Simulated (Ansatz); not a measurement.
## Is this BeH2 structure stable?

The cell was found from a structure generator's guess, not taken from experiment.

Theory: DFT PBE, scalar-relativistic, plane waves, PAW in Ansatz. The final run on the 9-atom cell used 420 eV, a Γ-centred 6×6×6 mesh, 0.02 eV smearing and no spin polarisation.

```cif
data_structure
_symmetry_space_group_name_H-M 'P 1'
_symmetry_Int_Tables_number 1
_cell_length_a 4.3769
_cell_length_b 4.3769
_cell_length_c 4.7185
_cell_angle_alpha 90.000
_cell_angle_beta 90.000
_cell_angle_gamma 120.000
_cell_volume 78.28
loop_
_atom_site_label
_atom_site_type_symbol
_atom_site_fract_x
_atom_site_fract_y
_atom_site_fract_z
_atom_site_occupancy
Be1 Be 0.00000 0.50000 0.33333 1
Be2 Be 0.50000 0.50000 0.66667 1
Be3 Be 0.50000 0.00000 0.00000 1
H1 H 0.80776 0.61553 0.50000 1
H2 H 0.19224 0.38447 0.50000 1
H3 H 0.80776 0.19224 0.16667 1
H4 H 0.19224 0.80776 0.16667 1
H5 H 0.38447 0.19224 0.83333 1
H6 H 0.61553 0.80776 0.83333 1
```

The zero of energy is the elements' standard structures at the same level (H₂ as a molecule); no fitted shifts are applied.

**Question.** These tests were run: energy against the elements; phonons on a 2×2×2 q mesh. What do they show?

**Answer.**

```json
{"test": "energy against the elements", "result": "−0.021 eV/atom"}
{"test": "phonons on a 2×2×2 q mesh", "result": "imaginary modes down to 284i cm⁻¹"}
```

It fails one test: phonons on a 2×2×2 q mesh. So it isn't even a local minimum. Undecided within the accuracy: energy against the elements.

With hydrogen, zero-point motion can shift formation energies by some tens of meV/atom. The run for the phonons used a 6×6×6 k mesh.
